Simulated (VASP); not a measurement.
Al:

```
Al
1.0
     0.00000    2.02481    2.02481
     2.02481    0.00000    2.02481
     2.02481    2.02481    0.00000
Al
1
Direct
  0.00000 0.00000 0.00000
```

* Program: VASP 6.6.1
* Task: relaxation of cell and atoms
* Functional: SCAN
* Dispersion: D4
* Potentials or basis: VASP PAW PBE potentials, release 64 (Al)
* Cutoff: 600 eV
* k mesh: 11 × 11 × 11
* Occupations: fermi-dirac, width 0.05 eV
* Spin: no spin polarisation

At the start: pressure -3.1 GPa; volume 16.60 Å³/atom.

Question: How do energy, volume and symmetry change on relaxing?

Answer: Over 3 steps the energy falls by 6.9 meV/atom and the volume is 15.92 Å³/atom (-4.1 %); space group Fm-3m (No. 225, to 0.05 Å).

The path:
```tsv
step	energy change (eV)	largest force (eV/Å)	pressure (GPa)	volume (Å³)
1	0.0000	0.0000	-3.11	16.60
2	-0.0068	0.0000	0.45	15.84
3	-0.0069	0.0000	0.01	15.92
```

Final structure:
```
Al
1.0
     0.00000    1.99681    1.99681
     1.99681    0.00000    1.99681
     1.99681    1.99681    0.00000
Al
1
Direct
  0.00000 0.00000 0.00000
```

The cell as given is a measured one (16.60 Å³/atom); SCAN+D4 puts the equilibrium volume -4.1 % from it, thermal expansion not counted.

Caveat: the PAW data sets were made with another functional, which shifts forces and pressure a little; pairwise dispersion overbinds metals, which lowers pressure and volume.
